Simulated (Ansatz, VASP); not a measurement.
Ca in VASP and in Ansatz

```xyz
1
Lattice="0.0000 1.9684 1.9684 1.9684 0.0000 1.9684 1.9684 1.9684 0.0000" Properties=species:S:1:pos:R:3 pbc="T T T"
Ca    0.0000    0.0000    0.0000
```

Change from the starting cell: volume scaled by 0.4, PAW files.

Alike in both runs: task single point; functional LDA; k mesh 12 × 12 × 12; occupations fermi-dirac, width 0.08 eV; no spin polarisation.

```csv
,VASP,Ansatz
version,VASP 6.6.1,Ansatz 0.2.0
potentials or method,"VASP PAW LDA potentials, release 64 (Ca_sv)","PAW with Ansatz's default frozen-core files, scalar-relativistic"
plane-wave cutoff (eV),520,420
valence electrons in the cell,10,10
```

Ansatz gave:

```
pressure (GPa) : 58.1
```

Q: Which values does VASP return?

A: Pressure (GPa): 58.8.

Caveats: so large a pressure means that the cell lies far from this level's equilibrium, or that cutoff or potentials fall short (VASP).
